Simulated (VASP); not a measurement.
# Ru (P6_3/mmc) in VASP: settings compared, part 2 of 2

VASP 6.6.1.

## 4. Relaxation of cell and atoms, r2SCAN

INCAR reads:

```
SYSTEM = Ru
  PREC = Accurate
  ENCUT = 600
  EDIFF = 1E-6
  ISMEAR = 1
  SIGMA = 0.1
  LREAL = .FALSE.
  LASPH = .TRUE.
  NELM = 80
  ALGO = Normal
  ISIF = 3
  LWAVE = .FALSE.
  LCHARG = .FALSE.
  METAGGA = R2SCAN
  LMIXTAU = .TRUE.
  IBRION = 2
  NSW = 90
  EDIFFG = -0.01
```

KPOINTS reads:

```
regular mesh
0
G
  15 15 9
  0 0 0
```

POSCAR reads:

```
Ru
1.0
    2.7058000000      0.0000000000      0.0000000000
   -1.3529000000      2.3432915376      0.0000000000
    0.0000000000      0.0000000000      4.2819000000
Ru
2
Direct
    0.3333333333      0.6666666667      0.2500000000
    0.6666666667      0.3333333333      0.7500000000
```

Potentials or basis: VASP PAW PBE potentials, release 64 (Ru_pv).

Run with:

```console
$ cat potpaw_PBE.64/Ru_pv/POTCAR > POTCAR
$ mpirun -np 1 vasp_std > vasp.out
```

OUTCAR:

```text
SYSTEM = Ru
   PREC = Accurate
   ENCUT = 600
   EDIFF = 1E-6
   ISMEAR = 1
   LREAL = .FALSE.
   LASPH = .TRUE.
   NELM = 80
   ISIF = 3
   METAGGA = R2SCAN
   IBRION = 2
   NSW = 90
   EDIFFG = -0.01

 ion  position               nearest neighbor table
   1  0.333  0.667  0.250-   2 2.65   2 2.65   2 2.65   2 2.65   2 2.65   2 2.65
   2  0.667  0.333  0.750-   1 2.65   1 2.65   1 2.65   1 2.65   1 2.65   1 2.65

  LATTYP: Found a hexagonal cell.
 ALAT       =     2.7058000000
 C/A-ratio  =     1.5824894671

  Lattice vectors:

 A1 = (   2.7058000000,   0.0000000000,   0.0000000000)
 A2 = (  -1.3529000000,   2.3432915376,   0.0000000000)
 A3 = (   0.0000000000,   0.0000000000,   4.2819000000)

[... 250 lines left out ...]

 number of electron      28.0000001 magnetization

 Free energy of the ion-electron system (eV)
  ---------------------------------------------------
  ext. energy  EPLUGINS =         0.00000000
  ---------------------------------------------------
  free energy    TOTEN  =       -50.85843796 eV

  energy without entropy =      -50.85691857  energy(sigma->0) =      -50.85793150

 E-fermi :  12.7450     XC(G=0): -15.4259

 val. band max:       12.7444410553   @ k =   0.2667   0.2000   0.2222
 cond. band min:      12.7677526255   @ k =   0.4667   0.0667   0.3333
 fundamental gap:      0.0233115701
 Fermi energy:        12.7449782318

 k-point     1 :       0.0000    0.0000    0.0000
  band No.  band energies     occupation
      1     -32.3283      2.00000
      2     -31.3212      2.00000
      3     -31.3212      2.00000
      4     -31.1367      2.00000
      5     -31.1367      2.00000
      6     -31.0853      2.00000
[... 481 lines left out ...]
      5     -31.4697      2.00000
      6     -31.4485      2.00000
[... 10 lines left out ...]
     17      18.3567      0.00000
     18      19.9299      0.00000

 [... further k-points ...]
[... 5 lines left out ...]
  --------------------------------------------------------------------------------------
  -------------------------------------------------------------------------------------
  Total        0.0170916      0.0170916     -0.0137447      0.0000000      0.0000000     -0.0000000
  in kB        1.0106943      1.0106943     -0.8127811      0.0000000      0.0000000     -0.0000000
  external PRESSURE =       0.4028692 kB  Pullay stress =       0.0000000 kB
[... 17 lines left out ...]
  FREE ENERGIE OF THE ION-ELECTRON SYSTEM (eV)
  ---------------------------------------------------
  free  energy   TOTEN  =       -50.8584379644 eV

  energy  without entropy=      -50.8569185723  energy(sigma->0) =      -50.85793150

 reached required accuracy - stopping structural energy minimisation
```

Wall time 14 min (1 thread of AMD EPYC 7R13 (Zen 3), shared host); peak memory 0.19 GiB.

What came out:

```
Free energy                            : -50.8584 eV
Relaxed volume                         : 13.55 Å³/atom
Relaxed cell                           : a = 2.704 Å, b = 2.704 Å, c = 4.278 Å, α = 90.00°, β = 90.00°, γ = 120.00°
Space group after relaxing (to 0.05 Å) : P6_3/mmc (No. 194)
Energy gained by relaxing              : 0.1 meV/atom
Ionic steps                            : 3
Pressure after relaxing                : 0.0 GPa
Band gap on the k mesh                 : none (metal or under the smearing width)
```

Step by step:
| step | energy change (eV) | largest force (eV/Å) | pressure (GPa) | volume (Å³) |
| --- | --- | --- | --- | --- |
| 1 | 0.0000 | 0.0000 | -0.67 | 27.15 |
| 2 | 0.0010 | 0.0000 | 2.18 | 26.93 |
| 3 | -0.0001 | 0.0000 | 0.04 | 27.09 |

Final structure:
```
Ru
1.0
     2.70433    0.00000    0.00000
    -1.35216    2.34202    0.00000
     0.00000    0.00000    4.27783
Ru
2
Direct
  0.33333 0.66667 0.25000
  0.66667 0.33333 0.75000
```

Caveat: the PAW data sets were made with another functional, which shifts forces and pressure a little.

## 5. Relaxation of cell and atoms, r2SCAN

This run uses another cell than the first one, of 13.55 Å³/atom, 0.998 times its volume.

INCAR, as its differences from that of step 4:

```diff
@@ -3,3 +3,3 @@
   ENCUT = 600
-  EDIFF = 1E-6
+  EDIFF = 1E-7
   ISMEAR = 1
@@ -17,2 +17,2 @@
   NSW = 90
-  EDIFFG = -0.01
+  EDIFFG = -0.005
```

KPOINTS is that of step 4.

POSCAR reads:

```
Ru                                      
1.0
    2.7043284921     -0.0000000000      0.0000000000
   -1.3521642460      2.3420171743      0.0000000000
    0.0000000000      0.0000000000      4.2778337478
  Ru            
     2
Direct
     0.3333333332999970    0.6666666667000030    0.2500000000000000
     0.6666666667000030    0.3333333332999970    0.7500000000000000
```

Run with:

```console
$ cat potpaw_PBE.64/Ru_pv/POTCAR > POTCAR
$ mpirun -np 1 vasp_std > vasp.out
```

Run time: 14 min. Hardware: 1 thread of AMD EPYC 7R13 (Zen 3), shared host; peak memory 0.18 GiB.

It converged, with:

```yaml
Free_energy: -50.8584 eV
Relaxed_volume: 13.55 Å³/atom
Relaxed_cell: a = 2.705 Å, b = 2.705 Å, c = 4.277 Å, α = 90.00°, β = 90.00°, γ = 120.00°
Space_group_after_relaxing_to_0.05_Å: P6_3/mmc (No. 194)
Energy_gained_by_relaxing: 0.0 meV/atom
Ionic_steps: 3
Pressure_after_relaxing: 0.0 GPa
Band_gap_on_the_k_mesh: none (metal or under the smearing width)
```

Final structure:
```
Ru
1.0
     2.70482    0.00000    0.00000
    -1.35241    2.34244    0.00000
     0.00000    0.00000    4.27716
Ru
2
Direct
  0.33333 0.66667 0.25000
  0.66667 0.33333 0.75000
```

Levels at points of the mesh, in eV from the Fermi level:
| k point | band 10 | band 11 | band 12 | band 13 | band 14 | band 15 | band 16 | band 17 | band 18 |
| --- | --- | --- | --- | --- | --- | --- | --- | --- | --- |
| (0.00, 0.00, 0.00) | -2.69 | -2.50 | -1.98 | -1.98 | -1.45 | -1.45 | 1.26 | 1.26 | 1.38 |

Caveat: the PAW data sets were made with another functional, which shifts forces and pressure a little.
